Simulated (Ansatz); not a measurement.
We consider zinc-blende ZnTe, described by r²SCANh (Ansatz, a quantum-chemistry and plane-wave program, PAW).

Settings: plane-wave cutoff 520 eV, 8×8×8 k mesh, Fermi–Dirac smearing 0.01 eV, scalar-relativistic PAW data made under PBE.

A third-order Birch–Murnaghan fit to the energies gives V0 = 28.526 Å³/atom, B0 = 50.6 GPa, B′ = 4.5.

```json
[
 {"V (Å³/atom)": "27.102", "P (GPa)": "(withheld)"},
 {"V (Å³/atom)": "28.039", "P (GPa)": "(withheld)"},
 {"V (Å³/atom)": "28.528", "P (GPa)": "-0.004"},
 {"V (Å³/atom)": "29.241", "P (GPa)": "(withheld)"},
 {"V (Å³/atom)": "29.954", "P (GPa)": "(withheld)"}
]
```

**Question.** Estimate the withheld pressures from this fit; the answers are the runs' own values.

**Answer.** 
- 27.102, P (GPa): 2.910
- 28.039, P (GPa): 0.906
- 29.241, P (GPa): -1.187
- 29.954, P (GPa): -2.219

The formula P = (3/2) B0 (x^(7/3) − x^(5/3)) [1 + (3/4)(B′ − 4)(x^(2/3) − 1)] with x = V0/V meets the computed pressures within 0.01 GPa when these rounded values are put in.

Measured, for comparison: bulk modulus 51 ± 3 GPa (room temperature, no zero-point or thermal correction; as tabulated in Determination of phase transition pressures of ZnTe under quasihydrostatic …); equilibrium volume per atom 28.42 Å³/atom (room temperature, no zero-point or thermal correction; as tabulated in Albrecht et al. (1997), arXiv:cond-mat/9706128). Computed (rounded) less measured: bulk modulus -0.8 % (inside the measured uncertainty), equilibrium volume per atom +0.4 %.

Spin–orbit coupling is not included.

Computed values are for the static lattice.

Cost on a shared machine: very roughly 30 core-minutes.
